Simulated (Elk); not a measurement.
## HfO2 (Fm-3m): ε∞ against volume

The cell of HfO2 (Fm-3m) is scaled evenly and the response computed anew at each volume, on one mesh. The atoms keep their fractional positions.

The structure is cubic, space group Fm-3m (No. 225). The conventional cell has a = 5.115 Å, b = 5.115 Å, c = 5.115 Å, α = 90.00°, β = 90.00°, γ = 90.00°. Around Hf on site a lie 8 O at 2.21 Å. Around O on site c lie 4 Hf at 2.21 Å.

Method: Elk 11.2.3 (patched build), PBE, independent particles, k-mesh 10×10×10, Lorentzian half width 0.15 eV.

Launch of the response step: `OMP_NUM_THREADS=4 elk`. The series took 2.7 min in all, its band step included, on 4 threads of Arm Neoverse V1, on a shared host.

```
V/V₀  V (Å³, primitive cell)      ε∞
0.94                   31.45  5.3029
0.96                   32.12  5.3102
0.98                   32.79  5.3201
1.00                   33.46  5.3333
1.02                   34.13  5.3492
1.04                   34.79  5.3676
1.06                   35.46       ?
```

For small changes the quantity should be close to linear in ln V.

Working, on the rows shown:

| x = ln(V/V₀) | y = ε∞ |
| --- | --- |
| -0.0618754 | 5.3029 |
| -0.040822 | 5.3102 |
| -0.0202027 | 5.3201 |
| 0 | 5.3333 |
| 0.0198026 | 5.3492 |
| 0.0392207 | 5.3676 |

Means: x̄ = -0.010646, ȳ = 5.3305. Σ(x − x̄)(y − ȳ) = 0.004575, Σ(x − x̄)² = 0.007154. Slope = 0.004575 / 0.007154 = 0.6396; intercept = ȳ − slope · x̄ = 5.3374. The line misses the rows shown by up to 0.0052, in a bent pattern, so a parabola y = c₀ + c₁x + c₂x² is fitted. The sums Σx = -0.063876765, Σx² = 0.0078335586, Σx³ = -0.00024506967, Σx⁴ = 2.0121541e-05, Σy = 31.9833, Σxy = -0.33592314 and Σx²y = 0.041677445 in the three normal equations give c₀ = 5.3333, c₁ = 0.7253, c₂ = 3.793; the parabola misses the rows by at most 0.00017.

Q: Predict the last column of the withheld row from the fit.

A: At x = 0.058269 the parabola gives y = 5.3885. The run gave 5.3887, so the extrapolation is off by 0.00024, 0.3 % of the range in the table.

Between the rows on either side of x = 0 the slope is (5.3492 − 5.3201) / (0.019803 − (-0.020203)) = 0.7274. So d ln ε∞/d ln V = +0.14 at V₀: ε∞ falls under slight compression. Fixed polarisabilities with Lorentz local fields (Clausius-Mossotti) would give −(ε − 1)(ε + 2)/3ε = -1.99, so the polarisability itself falls as the cell is compressed. Excitons are left out and so are local fields; PBE gaps are as a rule too small. The values come from a sum over the points of one k-mesh and carry its error, which grows as the direct gap shrinks. Spin-orbit coupling is left out.

[Logs are printed without paths, hosts, clocks, repeated set-up lines and the standing remarks that a program may print on its own settings, such as how far it seeks lower states.]
